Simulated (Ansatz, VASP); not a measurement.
One calculation of Be, two programs

```
Be
1.0
    -1.27397    1.27397    1.27397
     1.27397   -1.27397    1.27397
     1.27397    1.27397   -1.27397
Be
1
Direct
  0.00000 0.00000 0.00000
```

Alike in both runs: task single point; functional PBE; k mesh 18 × 18 × 18; no spin polarisation.

|  | VASP | Ansatz |
| --- | --- | --- |
| version | VASP 6.6.1 | Ansatz 0.2.0 |
| potentials or method | VASP PAW PBE potentials, release 64 (Be) | PAW plane waves |
| plane-wave cutoff (eV) | 520 | 420 |
| occupations | fermi-dirac, width 0.1 eV | fermi-dirac |
| valence electrons in the cell | 2 | 2 |

```csv
,VASP,Ansatz,Ansatz less VASP
pressure (GPa),-6.1,-6.3,-0.13
```
